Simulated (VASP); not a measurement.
Output of a VASP run:

### OSZICAR
```
       N       E                     dE             d eps       ncg     rms          rms(c)
DAV:   1     0.189862372911E+03    0.18986E+03   -0.14672E+04   640   0.155E+03
DAV:   2    -0.226622087819E+02   -0.21252E+03   -0.20898E+03   840   0.388E+02
DAV:   3    -0.298413097922E+02   -0.71791E+01   -0.71748E+01  1000   0.728E+01
DAV:   4    -0.299642452960E+02   -0.12294E+00   -0.12291E+00   856   0.744E+00
DAV:   5    -0.299664925551E+02   -0.22473E-02   -0.22473E-02   880   0.775E-01    0.255E+01
DAV:   6    -0.231871279552E+02    0.67794E+01   -0.39154E+01   720   0.488E+01    0.101E+01
DAV:   7    -0.231458871362E+02    0.41241E-01   -0.14711E+00   864   0.101E+01    0.643E+00
DAV:   8    -0.231141292023E+02    0.31758E-01   -0.17616E-01   848   0.443E+00    0.452E-01
DAV:   9    -0.231138638857E+02    0.26532E-03   -0.17316E-02   824   0.934E-01    0.317E-01
DAV:  10    -0.231145610060E+02   -0.69712E-03   -0.49097E-03   816   0.712E-01    0.143E-01
DAV:  11    -0.231145306182E+02    0.30388E-04   -0.13817E-03   760   0.311E-01    0.114E-01
DAV:  12    -0.231144914513E+02    0.39167E-04   -0.20736E-04   784   0.113E-01    0.386E-03
DAV:  13    -0.231144919928E+02   -0.54148E-06   -0.54709E-06   696   0.195E-02
   1 F= -.23114492E+02 E0= -.23114492E+02  d E =-.231145E+02
       N       E                     dE             d eps       ncg     rms          rms(c)
DAV:   1    -0.236821063028E+02   -0.56761E+00   -0.19407E+01   752   0.466E+01    0.812E+00
DAV:   2    -0.231958541989E+02    0.48625E+00   -0.18836E+00   792   0.121E+01    0.326E+00
DAV:   3    -0.230881026099E+02    0.10775E+00   -0.38869E-01   992   0.532E+00    0.678E-01
DAV:   4    -0.230871331128E+02    0.96950E-03   -0.55411E-02  1008   0.175E+00    0.634E-01
DAV:   5    -0.230910539586E+02   -0.39208E-02   -0.31114E-03   984   0.374E-01    0.366E-01
DAV:   6    -0.230944850599E+02   -0.34311E-02   -0.60548E-03   944   0.446E-01    0.452E-02
DAV:   7    -0.230944993766E+02   -0.14317E-04   -0.26423E-04   696   0.125E-01    0.333E-02
DAV:   8    -0.230945131608E+02   -0.13784E-04   -0.33160E-05   968   0.451E-02    0.288E-03
DAV:   9    -0.230945130981E+02    0.62704E-07   -0.87496E-07   384   0.864E-03
   2 F= -.23094513E+02 E0= -.23094513E+02  d E =0.199789E-01
       N       E                     dE             d eps       ncg     rms          rms(c)
DAV:   1    -0.233530537849E+02   -0.25854E+00   -0.71099E+00   728   0.279E+01    0.512E+00
DAV:   2    -0.231633693112E+02    0.18968E+00   -0.65687E-01   736   0.702E+00    0.188E+00
DAV:   3    -0.231278659263E+02    0.35503E-01   -0.15428E-01   976   0.327E+00    0.434E-01
DAV:   4    -0.231285563035E+02   -0.69038E-03   -0.15101E-02  1032   0.883E-01    0.420E-01
DAV:   5    -0.231304939853E+02   -0.19377E-02   -0.14979E-03  1024   0.239E-01    0.189E-01
DAV:   6    -0.231313992145E+02   -0.90523E-03   -0.15248E-03  1008   0.220E-01    0.289E-02
DAV:   7    -0.231314071802E+02   -0.79657E-05   -0.18967E-05   696   0.413E-02    0.136E-02
DAV:   8    -0.231314112585E+02   -0.40784E-05   -0.69103E-06   880   0.224E-02    0.358E-03
DAV:   9    -0.231314112130E+02    0.45536E-07   -0.15323E-07   344   0.415E-03
   3 F= -.23131411E+02 E0= -.23131411E+02  d E =-.169192E-01
```

OUTCAR:
```
------------------------ aborting loop because EDIFF is reached ----------------------------------------
  FORCE on cell =-STRESS in cart. coord.  units (eV):
  Direction    XX          YY          ZZ          XY          YZ          ZX
  --------------------------------------------------------------------------------------
  Total       -0.0120354     -0.0120354     -0.0120354      0.0000000     -0.0000000     -0.0000000
  in kB       -0.5776864     -0.5776864     -0.5776864      0.0000000     -0.0000000     -0.0000000
  external PRESSURE =      -0.5776864 kB  Pullay stress =       0.0000000 kB
  volume of cell :       33.38
      direct lattice vectors                 reciprocal lattice vectors
     0.000000000  2.555542332  2.555542332    -0.195653186  0.195653186  0.195653186
     2.555542332 -0.000000000  2.555542332     0.195653186 -0.195653186  0.195653186
     2.555542332  2.555542332  0.000000000     0.195653186  0.195653186 -0.195653186
 POSITION                                       TOTAL-FORCE (eV/Angst)
 -----------------------------------------------------------------------------------
      0.00000      0.00000      0.00000        -0.000000      0.000000     -0.000000
      1.27777      1.27777      1.27777        -0.000000     -0.000000     -0.000000
      3.83331      3.83331      3.83331         0.000000      0.000000      0.000000
 -----------------------------------------------------------------------------------
    total drift:                                0.000000      0.000000      0.000000
  FREE ENERGIE OF THE ION-ELECTRON SYSTEM (eV)
  ---------------------------------------------------
  free  energy   TOTEN  =       -23.1314112130 eV

  energy  without entropy=      -23.1314112130  energy(sigma->0) =      -23.13141121

 reached required accuracy - stopping structural energy minimisation
```
(Selected blocks of OUTCAR.)

### POSCAR
```
ZrO2
1
    0.0000000000     2.5336762499     2.5336762499
    2.5336762499    -0.0000000000     2.5336762499
    2.5336762499     2.5336762499     0.0000000000
Zr O
1 2
Direct
  0.0000000000   0.0000000000   0.0000000000
  0.2500000000   0.2500000000   0.2500000000
  0.7500000000   0.7500000000   0.7500000000
```

Task: Reconstruct the remaining input files.

Result: This is not unique; one that fits is the input of the run itself, optB88-vdW, plane waves, VASP's PBE PAW potentials (set 64).

### KPOINTS
```
Automatic mesh
0
Gamma
7 7 7
0 0 0
```

### INCAR
```
LASPH=.True.   ! aspherical one-centre terms
SYSTEM=ZrO2
SIGMA=0.05   ! width (eV)
LWAVE=.False.
LCHARG=.False.
EDIFF=1E-6
LREAL=.False.
ISMEAR=0   ! Gaussian
IBRION=2
PARAM1=0.1833333333
ENCUT=520   ! plane-wave cut-off (eV)
ALGO=Normal   ! blocked Davidson
NSW=60   ! most ionic steps
NELM=100
AGGAC=0.0
ISIF=3   ! ions, shape and volume
LMAXMIX=4   ! l cut-off of mixed one-centre charges
GGA=BO
EDIFFG=-0.02   ! ionic stop
PARAM2=0.22
PREC=Accurate
LUSE_VDW=.True.
```

POTCAR, in this order: Zr_sv O (PBE.64 set). Program: vasp_std.

Energy and stress use the plane-wave basis of the starting cell.

The compound is ZrO2 in the fluorite structure, the high-temperature cubic form, which is unstable at 0 K; the monoclinic form is the stable one. This run relaxes it. Symmetry was kept, so distortions that lower it aren't found. The start is the result of an earlier pass.
